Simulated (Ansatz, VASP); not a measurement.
# Two plane-wave programs on CdS

```
Cd S
1.0
     0.00000    2.91000    2.91000
     2.91000    0.00000    2.91000
     2.91000    2.91000    0.00000
Cd S
1 1
Direct
  0.00000 0.00000 0.00000
  0.75000 0.75000 0.75000
```

Alike in both runs: task single point; functional revPBE; dispersion D4; k mesh 8 × 8 × 8; occupations gaussian, width 0.05 eV; no spin polarisation.

```csv
,VASP,Ansatz
version,VASP 6.6.1,Ansatz 0.2.0
potentials or method,"VASP PAW PBE potentials, release 64 (Cd, S)","scalar-relativistic, plane waves, PAW"
plane-wave cutoff (eV),520,420
valence electrons in the cell,18,26
```

```csv
,VASP,Ansatz,Ansatz less VASP
gap on the k mesh at the Fermi level (eV),1.30,1.30,-0.004
least direct gap on the mesh (eV),1.30,1.30,-0.004
pressure (GPa),1.2,0.8,-0.36
dispersion energy (meV/atom),-549.3,-549.4,-0.15
```

The two sets of potentials don't hold the same shells in valence.

Caveats: the PAW data sets were made with another functional, which shifts forces and pressure a little (VASP).
